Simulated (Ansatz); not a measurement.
Rigid (111) slab of TaC, space group Fm-3m (No. 225):

```yaml
crystal:
  lattice:
    - [3.13930, 0.00000, 0.00000]
    - [-1.56965, 2.71872, 0.00000]
    - [0.00000, 0.00000, 24.68969]
  atoms:
    - { symbol: C, position: [0.33333, 0.66667, 0.34427] }
    - { symbol: Ta, position: [0.66667, 0.33333, 0.39618] }
    - { symbol: C, position: [0.00000, 0.00000, 0.44809] }
    - { symbol: Ta, position: [0.33333, 0.66667, 0.50097] }
    - { symbol: C, position: [0.66667, 0.33333, 0.55034] }
    - { symbol: Ta, position: [0.00000, 0.00000, 0.60816] }
    - { symbol: C, position: [0.33333, 0.66667, 0.64856] }
```

These are results of Ansatz, DFT PBEsol, scalar-relativistic, plane waves, PAW, not measurements. Plane waves to 420 eV, a k mesh through Γ of 9×9×1 on the computed 8-atom cell and Gaussian smearing (0.10 eV); no spin polarisation. A dipole correction removes the field between periodic images along c.

An adatom of H is held over the places (i/3, j/3) of the 1×1 surface cell, counted from the highest atom (C), and only its height relaxes; one adatom per 8.5 Å². This grid misses the bridge places.

Question: What is the energy landscape, counted from the lowest point of this grid?

Answer: Energies in eV:

```csv
i,j=0,j=1,j=2
0,0.00,0.39,0.39
1,0.39,0.39,1.71
2,0.39,1.63,0.39
```

Heights over the highest slab atom in Å:

```
i j=0   j=1   j=2
0  1.10  0.65  0.65
1  0.65  0.65  0.27
2  0.65  0.82  0.65
```

Spin–orbit coupling is left out, which can shift energies with elements as heavy as these.